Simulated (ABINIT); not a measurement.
The system is NbP.

```xyz
4
Lattice="-1.6749 1.6749 5.7401 1.6749 -1.6749 5.7401 1.6749 1.6749 -5.7401" Properties=species:S:1:pos:R:3 pbc="T T T"
Nb    1.6749    0.0000    2.8687
Nb    0.0000    0.0000    5.7387
P     0.0000    1.6749    3.8200
P     0.0000    0.0000    0.9500
```

The cell is a database's computed one.

```yaml
Program: ABINIT 10.8.3 (patched build)
Task: relaxation of cell and atoms
Functional: PBEsol
Potentials_or_basis: JTH PAW PBE v2.0
Cutoff: 544 eV
k_mesh: 7 × 7 × 7
Occupations: fermi-dirac, width 0.05 eV
Spin: no spin polarisation
```

At the start: pressure -6.2 GPa; volume 16.10 Å³/atom.

Q: Where does the relaxation end?

A: Over 5 steps the energy falls by 10.5 meV/atom and the volume is 15.58 Å³/atom (-3.2 %); space group I4_1md (No. 109, to 0.05 Å).

Step by step:
| step | energy change (eV) | largest force (eV/Å) | pressure (GPa) | volume (Å³) |
| --- | --- | --- | --- | --- |
| 1 | 0.0000 | 0.0247 | -6.15 | 64.41 |
| 2 | -0.0334 | 0.0279 | -2.66 | 63.21 |
| 3 | -0.0409 | 0.0318 | 0.14 | 62.32 |
| 4 | -0.0412 | 0.0309 | 0.06 | 62.34 |
| 5 | -0.0418 | 0.0202 | -0.04 | 62.33 |

Final structure:
```
Nb P
1.0
    -1.66088    1.66088    5.64914
     1.66088   -1.66088    5.64914
     1.66088    1.66088   -5.64914
Nb P
2 2
Direct
  0.25014 0.75014 0.50000
  0.50014 0.50014 0.00000
  0.83249 0.33249 0.50000
  0.08249 0.08249 0.00000
```

Caveat: the PAW data sets were made with another functional, which shifts forces and pressure a little.
